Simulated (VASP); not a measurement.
# BaTiO3 (P4mm) in VASP: notebook, part 3 of 3

VASP 6.6.1. The steps go on from the part before.

## 4. Relaxation of cell and atoms, PBEsol

File INCAR:

```
ALGO = Normal ; EDIFF = 1E-6
EDIFFG = -0.01 ; ENCUT = 600
GGA = PS ; IBRION = 2
ISIF = 3 ; ISMEAR = 0
KPAR = 2 ; LASPH = True
LCHARG = False ; LREAL = False
LWAVE = False ; NELM = 80
NSW = 90 ; PREC = Accurate
SIGMA = 0.03
```

File KPOINTS:

```
k-points
0
Gamma
  8 8 8
```

File POSCAR:

```
BaTiO3
1.0
    3.9998000000      0.0000000000      0.0000000000
    0.0000000000      3.9998000000      0.0000000000
    0.0000000000      0.0000000000      4.0180000000
Ba Ti O
1 1 3
Direct
    0.0000000000      0.0000000000      0.0000000000
    0.5000000000      0.5000000000      0.4900000000
    0.5000000000      0.5000000000      0.0190000000
    0.5000000000      0.0000000000      0.5170000000
    0.0000000000      0.5000000000      0.5170000000
```

Potentials or basis: VASP PAW PBE potentials, release 64 (Ba_sv, Ti_sv, O).

Started as:

```bash
$ cat potpaw_PBE.64/Ba_sv/POTCAR potpaw_PBE.64/Ti_sv/POTCAR potpaw_PBE.64/O/POTCAR > POTCAR
$ mpirun -np 2 vasp_std > vasp.out
```

OUTCAR:

```text
EDIFF = 1E-6
   EDIFFG = -0.01
   ENCUT = 600
   GGA = PS
   IBRION = 2
   ISIF = 3
   ISMEAR = 0
   LASPH = True
   LREAL = False
   NELM = 80
   NSW = 90
   PREC = Accurate

 ion  position               nearest neighbor table
   1  0.000  0.000  0.000-   4 2.79   5 2.79   5 2.79   4 2.79   3 2.83   3 2.83   3 2.83   3 2.83
                             4 2.88   5 2.88   5 2.88   4 2.88   2 3.45   2 3.45   2 3.45   2 3.45
   2  0.500  0.500  0.490-   3 1.89   4 2.00   5 2.00   4 2.00   5 2.00   3 2.13   1 3.45   1 3.45
                             1 3.45   1 3.45   1 3.49   1 3.49   1 3.49   1 3.49
   3  0.500  0.500  0.019-   2 1.89   2 2.13   1 2.83   1 2.83   1 2.83   1 2.83
   4  0.500  0.000  0.517-   2 2.00   2 2.00   1 2.79   1 2.79   1 2.88   1 2.88
   5  0.000  0.500  0.517-   2 2.00   2 2.00   1 2.79   1 2.79   1 2.88   1 2.88

  LATTYP: Found a simple tetragonal cell.
 ALAT       =     3.9998000000
 C/A-ratio  =     1.0045502275

  Lattice vectors:

 A1 = (   3.9998000000,   0.0000000000,   0.0000000000)
 A2 = (   0.0000000000,   3.9998000000,   0.0000000000)
 A3 = (   0.0000000000,   0.0000000000,   4.0180000000)

Analysis of symmetry for initial positions (statically):
=====================================================================
 Subroutine PRICEL returns:
 Original cell was already a primitive cell.

[... 294 lines left out ...]

--------------------------------------- Ionic step       11  -------------------------------------------

 number of electron      39.9999995 magnetization

------------------------ aborting loop because EDIFF is reached ----------------------------------------
[... 73 lines left out ...]
--------------------------------------- Ionic step       13  -------------------------------------------

 number of electron      39.9999996 magnetization

 Free energy of the ion-electron system (eV)
  ---------------------------------------------------
  ext. energy  EPLUGINS =         0.00000000
  ---------------------------------------------------
  free energy    TOTEN  =       -42.00832266 eV

  energy without entropy =      -42.00832266  energy(sigma->0) =      -42.00832266

 E-fermi :   3.9985     XC(G=0): -11.5173

 val. band max:        3.8189879841   @ k =   0.5000   0.5000   0.5000
 cond. band min:       5.5833660470   @ k =   0.0000   0.0000   0.0000
 fundamental gap:      1.7643780629
 Fermi energy:         3.9985299704

 k-point     1 :       0.0000    0.0000    0.0000
  band No.  band energies     occupation
      1     -52.4622      2.00000
      2     -28.8684      2.00000
      3     -28.7916      2.00000
      4     -28.7916      2.00000
      5     -21.0774      2.00000
      6     -13.1109      2.00000
[... 637 lines left out ...]
     23       7.4688      0.00000
     24       8.5792      0.00000

 [... further k-points ...]

------------------------ aborting loop because EDIFF is reached ----------------------------------------

  FORCE on cell =-STRESS in cart. coord.  units (eV):
  Direction    XX          YY          ZZ          XY          YZ          ZX
  --------------------------------------------------------------------------------------
  -------------------------------------------------------------------------------------
  Total        0.0188485      0.0188485     -0.0181041      0.0000000      0.0000000      0.0000000
  in kB        0.4720494      0.4720494     -0.4534050      0.0000000      0.0000000      0.0000000
  external PRESSURE =       0.1635646 kB  Pullay stress =       0.0000000 kB
[... 20 lines left out ...]
  FREE ENERGIE OF THE ION-ELECTRON SYSTEM (eV)
  ---------------------------------------------------
  free  energy   TOTEN  =       -42.0083226565 eV

  energy  without entropy=      -42.0083226565  energy(sigma->0) =      -42.00832266

 reached required accuracy - stopping structural energy minimisation
```

CONTCAR:

```text
BaTiO3
   1.00000000000000
     3.9664535521338844    0.0000000000000000    0.0000000000000000
     0.0000000000000000    3.9664535521338844   -0.0000000000000000
     0.0000000000000000   -0.0000000000000000    4.0662621314017020
  Ba              Ti              O
     1     1     3
Direct
     0.0000000000000000    0.0000000000000000    0.9986466999513313
     0.5000000000000000    0.5000000000000000    0.4820003627955654
     0.5000000000000000    0.5000000000000000    0.0290291885850519
     0.5000000000000000    0.0000000000000000    0.5166618743340290
     0.0000000000000000    0.5000000000000000    0.5166618743340290

  0.00000000E+00  0.00000000E+00  0.00000000E+00
  0.00000000E+00  0.00000000E+00  0.00000000E+00
  0.00000000E+00  0.00000000E+00  0.00000000E+00
  0.00000000E+00  0.00000000E+00  0.00000000E+00
  0.00000000E+00  0.00000000E+00  0.00000000E+00
```

Run time: 3.7 min. Hardware: 2 MPI ranks of AMD EPYC 9R45 (Zen 5), shared host; peak memory 0.27 GiB.

Results:

```yaml
Free_energy: -42.0083 eV
Relaxed_volume: 12.79 Å³/atom
Relaxed_cell: a = 3.966 Å, b = 3.966 Å, c = 4.066 Å, α = 90.00°, β = 90.00°, γ = 90.00°
Space_group_after_relaxing_to_0.05_Å: P4mm (No. 99)
Energy_gained_by_relaxing: 3.0 meV/atom
Ionic_steps: 13
Pressure_after_relaxing: 0.0 GPa
Largest_force_after_relaxing: 0.006 eV/Å
Band_gap_on_the_k_mesh: 1.76 eV, indirect (least direct gap 2.19 eV)
```

Forces on the atoms (eV/Å):
```
Ba   0.000  0.000 -0.004
Ti   0.000  0.000 -0.006
O    0.000  0.000  0.005
O    0.000  0.000  0.002
O    0.000  0.000  0.002
```

Stress tensor (GPa, compression positive):
```
 0.05  0.00  0.00
 0.00  0.05  0.00
 0.00  0.00 -0.05
```

The path:
| step | energy change (eV) | largest force (eV/Å) | pressure (GPa) | volume (Å³) |
| --- | --- | --- | --- | --- |
| 1 | 0.0000 | 0.3270 | -2.15 | 64.28 |
| 2 | -0.0031 | 0.0389 | 2.65 | 62.69 |
| 3 | -0.0086 | 0.1429 | 0.46 | 63.38 |
| 4 | -0.0112 | 0.0847 | 0.32 | 63.51 |
| 5 | -0.0125 | 0.0977 | 0.08 | 63.79 |
| 6 | -0.0127 | 0.0942 | 0.10 | 63.71 |
| 7 | -0.0137 | 0.0544 | -0.07 | 63.84 |
| 8 | -0.0141 | 0.0693 | -0.37 | 64.05 |
| 9 | -0.0145 | 0.0625 | 0.06 | 63.93 |
| 10 | -0.0145 | 0.0629 | 0.08 | 63.93 |
| 11 | -0.0147 | 0.0363 | 0.05 | 63.95 |
| 12 | -0.0148 | 0.0297 | 0.01 | 63.96 |
| 13 | -0.0149 | 0.0058 | 0.02 | 63.97 |

Final structure:
```
CELL_PARAMETERS angstrom
3.96645 0.00000 0.00000
0.00000 3.96645 0.00000
0.00000 0.00000 4.06626
ATOMIC_POSITIONS crystal
Ba 0.00000 0.00000 0.99865
Ti 0.50000 0.50000 0.48200
O 0.50000 0.50000 0.02903
O 0.50000 0.00000 0.51666
O 0.00000 0.50000 0.51666
```

Levels at points of the mesh, in eV from the valence-band top:
```csv
k point,band 17,band 18,band 19,band 20,band 21,band 22,band 23,band 24
"(0.00, 0.00, 0.00)",-1.27,-0.54,-0.43,-0.43,1.76,2.16,2.16,4.15
"(0.50, 0.00, 0.00)",-1.96,-1.77,-1.23,-1.05,2.28,3.56,3.63,4.18
"(0.50, 0.50, 0.00)",-1.89,-1.05,-1.05,-0.08,3.66,3.66,4.02,4.59
"(0.00, 0.00, 0.50)",-2.07,-2.07,-0.74,-0.74,1.92,3.56,3.56,4.14
"(0.50, 0.00, 0.50)",-1.80,-1.02,-0.98,-0.33,3.58,3.60,3.92,4.97
"(0.50, 0.50, 0.50)",-2.53,-0.24,-0.24,0.00,4.20,4.20,4.25,6.33
```

Caveat: the PAW data sets were made with another functional, which shifts forces and pressure a little; spin-orbit coupling is left out, which moves the levels of the heavy elements.

## 5. Relaxation of cell and atoms, PBEsol

This run uses another cell than the first one, of 12.79 Å³/atom, 0.995 times its volume.

Edit INCAR of step 4 so:

```diff
@@ -1,3 +1,3 @@
-ALGO = Normal ; EDIFF = 1E-6
-EDIFFG = -0.01 ; ENCUT = 600
+ALGO = Normal ; EDIFF = 1E-7
+EDIFFG = -0.005 ; ENCUT = 600
 GGA = PS ; IBRION = 2
```

KPOINTS is that of step 4.

File POSCAR:

```
BaTiO3                                  
1.0
    3.9664535521      0.0000000000      0.0000000000
    0.0000000000      3.9664535521     -0.0000000000
    0.0000000000     -0.0000000000      4.0662621314
  Ba              Ti              O             
     1     1     3
Direct
     0.0000000000000000    0.0000000000000000    0.9986466999513313
     0.5000000000000000    0.5000000000000000    0.4820003627955654
     0.5000000000000000    0.5000000000000000    0.0290291885850519
     0.5000000000000000    0.0000000000000000    0.5166618743340290
     0.0000000000000000    0.5000000000000000    0.5166618743340290
```

Potentials or basis: VASP PAW PBE potentials, release 64 (Ba_sv, Ti_sv, O).

Started as:

```bash
$ cat potpaw_PBE.64/Ba_sv/POTCAR potpaw_PBE.64/Ti_sv/POTCAR potpaw_PBE.64/O/POTCAR > POTCAR
$ mpirun -np 2 vasp_std > vasp.out
```

OUTCAR:

```text
EDIFF = 1E-7
   EDIFFG = -0.005
   ENCUT = 600
   GGA = PS
   IBRION = 2
   ISIF = 3
   ISMEAR = 0
   LASPH = True
   LREAL = False
   NELM = 80
   NSW = 90
   PREC = Accurate

 ion  position               nearest neighbor table
   1  0.000  0.000  0.999-   4 2.79   5 2.79   5 2.79   4 2.79   3 2.81   3 2.81   3 2.81   3 2.81
                             4 2.89   5 2.89   5 2.89   4 2.89   2 3.42   2 3.42   2 3.42   2 3.42
   2  0.500  0.500  0.482-   3 1.84   4 1.99   5 1.99   4 1.99   5 1.99   3 2.22   1 3.42   1 3.42
                             1 3.42   1 3.42   1 3.50   1 3.50   1 3.50   1 3.50
   3  0.500  0.500  0.029-   2 1.84   2 2.22   1 2.81   1 2.81   1 2.81   1 2.81
   4  0.500  0.000  0.517-   2 1.99   2 1.99   1 2.79   1 2.79   1 2.89   1 2.89
   5  0.000  0.500  0.517-   2 1.99   2 1.99   1 2.79   1 2.79   1 2.89   1 2.89
[... 907 lines left out ...]
  Total       -0.0042312     -0.0042312      0.0010236      0.0000000      0.0000000      0.0000000
  in kB       -0.1059468     -0.1059468      0.0256306      0.0000000      0.0000000      0.0000000
  external PRESSURE =      -0.0620876 kB  Pullay stress =       0.0000000 kB

 VOLUME and BASIS-vectors are now :
 -----------------------------------------------------------------------------
  energy-cutoff  :      600.00
  volume of cell :       63.99
      direct lattice vectors                 reciprocal lattice vectors
     3.967143351  0.000000000  0.000000000     0.252070548  0.000000000  0.000000000
     0.000000000  3.967143351  0.000000000     0.000000000  0.252070548  0.000000000
     0.000000000  0.000000000  4.065669361     0.000000000 -0.000000000  0.245961959

 POSITION                                       TOTAL-FORCE (eV/Angst)
 -----------------------------------------------------------------------------------
      3.96714      0.00000      4.05998        -0.000000      0.000000     -0.003297
      1.98357      1.98357      1.95935        -0.000000     -0.000000      0.001097
      1.98357      1.98357      0.11831        -0.000000      0.000000     -0.000879
      1.98357      0.00000      2.10067        -0.000000      0.000000      0.001540
      3.96714      1.98357      2.10067         0.000000     -0.000000      0.001540
 -----------------------------------------------------------------------------------
    total drift:                                0.000000     -0.000000      0.000152

  FREE ENERGIE OF THE ION-ELECTRON SYSTEM (eV)
  ---------------------------------------------------
  free  energy   TOTEN  =       -42.0077823179 eV

  energy  without entropy=      -42.0077823179  energy(sigma->0) =      -42.00778232

 reached required accuracy - stopping structural energy minimisation
```

OSZICAR:

```text
N       E                     dE             d eps       ncg     rms          rms(c)
DAV:   1     0.484832310582E+03    0.48483E+03   -0.23111E+04  3600   0.200E+03
DAV:   2     0.343871419141E+01   -0.48139E+03   -0.47362E+03  4376   0.520E+02
DAV:   3    -0.495821044098E+02   -0.53021E+02   -0.51946E+02  5256   0.157E+02
DAV:   4    -0.519922946184E+02   -0.24102E+01   -0.24088E+01  5264   0.311E+01
[... 18 lines left out ...]
DAV:   3    -0.420077842193E+02    0.65264E-05   -0.31791E-05  5256   0.401E-02    0.912E-03
DAV:   4    -0.420077827583E+02    0.14610E-05   -0.70989E-06  5696   0.226E-02    0.489E-03
DAV:   5    -0.420077825330E+02    0.22533E-06   -0.12514E-06  4784   0.990E-03    0.223E-03
DAV:   6    -0.420077823965E+02    0.13647E-06   -0.20728E-07  3032   0.400E-03    0.120E-03
DAV:   7    -0.420077823179E+02    0.78600E-07   -0.10273E-07  2456   0.250E-03
   2 F= -.42007782E+02 E0= -.42007782E+02  d E =-.577309E-05
```

Wall time 60 s (2 MPI ranks of AMD EPYC 9R45 (Zen 5), shared host); peak memory 0.26 GiB.

What came out:

| Property | Result |
| --- | --- |
| Free energy | -42.0078 eV |
| Relaxed volume | 12.80 Å³/atom |
| Relaxed cell | a = 3.967 Å, b = 3.967 Å, c = 4.066 Å, α = 90.00°, β = 90.00°, γ = 90.00° |
| Space group after relaxing (to 0.05 Å) | P4mm (No. 99) |
| Energy gained by relaxing | 0.0 meV/atom |
| Ionic steps | 2 |
| Pressure after relaxing | 0.0 GPa |
| Largest force after relaxing | 0.003 eV/Å |
| Band gap on the k mesh | 1.76 eV, indirect (least direct gap 2.19 eV) |

Forces on the atoms (eV/Å):
```
Ba   0.000  0.000 -0.003
Ti   0.000  0.000  0.001
O    0.000  0.000 -0.001
O    0.000  0.000  0.002
O    0.000  0.000  0.002
```

Final structure:
```cif
data_structure
_symmetry_space_group_name_H-M 'P 1'
_symmetry_Int_Tables_number 1
_cell_length_a 3.9671
_cell_length_b 3.9671
_cell_length_c 4.0657
_cell_angle_alpha 90.000
_cell_angle_beta 90.000
_cell_angle_gamma 90.000
_cell_volume 63.99
loop_
_atom_site_label
_atom_site_type_symbol
_atom_site_fract_x
_atom_site_fract_y
_atom_site_fract_z
_atom_site_occupancy
Ba1 Ba 0.00000 0.00000 0.99860 1
Ti1 Ti 0.50000 0.50000 0.48193 1
O1 O 0.50000 0.50000 0.02910 1
O2 O 0.50000 0.00000 0.51669 1
O3 O 0.00000 0.50000 0.51669 1
```

Caveat: the PAW data sets were made with another functional, which shifts forces and pressure a little; spin-orbit coupling is left out, which moves the levels of the heavy elements.
